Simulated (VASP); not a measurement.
Input of a VASP 6.6.1 run:

Contents of run.py:

```python
from ase.calculators.vasp import Vasp
from ase.io import read
from ase.optimize import BFGSLineSearch

atoms = read('MgS.cif', primitive_cell=True, subtrans_included=False)
calc = Vasp(
    directory='calc',
    xc='rpbe',
    pp='PBE',
    setups='minimal',
    prec='Accurate',
    encut=500,
    ediff=1e-07,
    ismear=-1,
    sigma=0.1,
    lreal=False,
    lasph=True,
    nelm=80,
    algo='Normal',
    isif=2,
    lwave=False,
    lcharg=False,
    ivdw=13,
    kpts=[8, 8, 8],
    gamma=True,
)
atoms.calc = calc
opt = BFGSLineSearch(atoms, trajectory='relax.traj')
converged = opt.run(fmax=0.02, steps=40)
print('converged:', converged)

print('energy (eV):', atoms.get_potential_energy())
print('free energy (eV):', atoms.get_potential_energy(force_consistent=True))
print('forces (eV/A):')
print(atoms.get_forces())
print('stress (eV/A^3, Voigt):', atoms.get_stress())
print('Fermi level (eV):', calc.get_fermi_level())
print('cell (A, degrees):', atoms.cell.cellpar())
print('volume (A^3):', atoms.get_volume())
print('scaled positions:')
print(atoms.get_scaled_positions())
```

Contents of MgS.cif:

```cif
data_MgS
_cell_length_a 4.00663679
_cell_length_b 4.00663679
_cell_length_c 4.00663679
_cell_angle_alpha 60.00000000
_cell_angle_beta 60.00000000
_cell_angle_gamma 60.00000000
_space_group_name_H-M_alt 'P1'
_space_group_name_Hall 'P 1'
_space_group_IT_number 1
loop_
_space_group_symop_operation_xyz
'x,y,z'
loop_
_atom_site_label
_atom_site_type_symbol
_atom_site_symmetry_multiplicity
_atom_site_Wyckoff_symbol
_atom_site_fract_x
_atom_site_fract_y
_atom_site_fract_z
_atom_site_occupancy
S1 S 1 a 0.1937520000 0.2833920000 0.2721970000 1
Mg1 Mg 1 a 0.0014880000 0.0058200000 0.9970160000 1
```

Potentials or basis: VASP PAW PBE potentials, release 64 (S, Mg).

Launch:

```console
$ python run.py
```

**Question.** Estimate the band gap on the k mesh.

**Answer.** 3.66 eV, direct.

**Question.** Estimate the dispersion energy per atom.

**Answer.** -0.420 eV.

**Question.** What does it give for the energy gained by relaxing?

**Answer.** 43.5 meV/atom.

The path:
```tsv
step	energy change (eV)	largest force (eV/Å)	pressure (GPa)
1	0.0000	0.8133	-0.55
2	-0.0806	0.2649	-1.25
3	-0.0869	0.0358	-1.31
4	-0.0871	0.0031	-1.31
```

Caveat: the PAW data sets were made with another functional, which shifts forces and pressure a little. A k mesh can miss the band edges.
